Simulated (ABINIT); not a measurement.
Runs of ABINIT 10.8.3 (patched build) on Ag. Symmetry: Fm-3m, No. 225, cubic system. The conventional cell has a = 4.085 Å, b = 4.085 Å, c = 4.085 Å, α = 90.00°, β = 90.00°, γ = 90.00°. Around Ag (site symmetry m-3m) lie 12 Ag at 2.89 Å. 

| task | level | potentials or basis | cutoff (eV) | fine-grid cutoff | gap on the mesh (eV) | pressure (GPa) |
| --- | --- | --- | --- | --- | --- | --- |
| band structure | RPBE | PseudoDojo NC SR PBE v0.4.1 standard | 1116 | - | none | (b) |
| band structure | rPW86PBE | PseudoDojo NC SR PBE v0.4.1 standard | 1116 | - | none | 11.2 |
| band structure | OLYP | PseudoDojo NC SR PBE v0.4.1 standard | 1116 | - | none | (a) |
| band structure | PBEsol | PseudoDojo NC SR PBEsol v0.4 stringent | 1116 | - | none | -3.1 |
| band structure | WC | PseudoDojo NC SR PBEsol v0.4.1 standard | 1116 | - | none | -2.5 |
| band structure | PBE | Ansatz NC PBE | 952 | - | none | 4.4 |

Alike in all rows: no spin polarisation; cell as given; k mesh 11 × 11 × 11; smearing fermi-dirac 0.05 eV.

**Question.** Estimate the missing entries.

**Answer.** (a) 6.2; (b) 8.3.

Caveats: the potentials were made for another functional, which shifts forces and pressure (some runs).

A k mesh can miss the band edges, and the runs leave out spin-orbit coupling on Ag.

A gap of «none» marks a metal or a gap under the smearing width.
